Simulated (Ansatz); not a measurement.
Runs of Ansatz 0.2.0 on MnO2. Symmetry: P-3m1, No. 164, trigonal system. The conventional cell has a = 2.857 Å, b = 2.857 Å, c = 4.601 Å, α = 90.00°, β = 90.00°, γ = 120.00°. Mn (site symmetry -3m) is surrounded by 6 O at 1.90 Å. Around O (site symmetry 3m) lie 3 Mn at 1.90 Å. Measurements of this composition are mostly on another form, of space group No. 136.

```csv
task,level,k mesh,cutoff (eV),smearing,points for each segment of the path,atoms under strain,gap on the mesh (eV),pressure (GPa),moment (μB),largest force (eV/Å)
band structure,LDA,11 × 11 × 6,420,fermi-dirac 0.05 eV,14,-,(b),-8.9,3.00,0.55
phonons,PBEsol,10 × 10 × 6,420,gaussian 0.01 eV,-,-,0.73,-,3.00,-
elastic constants,PBEsol,10 × 10 × 6,420,gaussian 0.01 eV,-,relaxed,(a),(c),3.00,-
band structure,r2SCAN,11 × 11 × 6,500,fermi-dirac 0.05 eV,14,-,1.93,-0.7,3.00,0.08
```

Alike in all rows: potentials or basis Ansatz PAW; spin collinear, ferromagnetic start; cell as given.

Question: Fill in the values left out.

Answer: (a) 0.70; (b) 0.44; (c) -1.0.

Caveats: a cell with one magnetic atom can't hold antiferromagnetic order, which such compounds often take; the PAW data sets come from PBE, with cores solved anew for the run's functional, which leaves a small shift of forces and pressure; the magnetic or orbital state may not be the lowest (some runs).

A k mesh can miss the band edges.
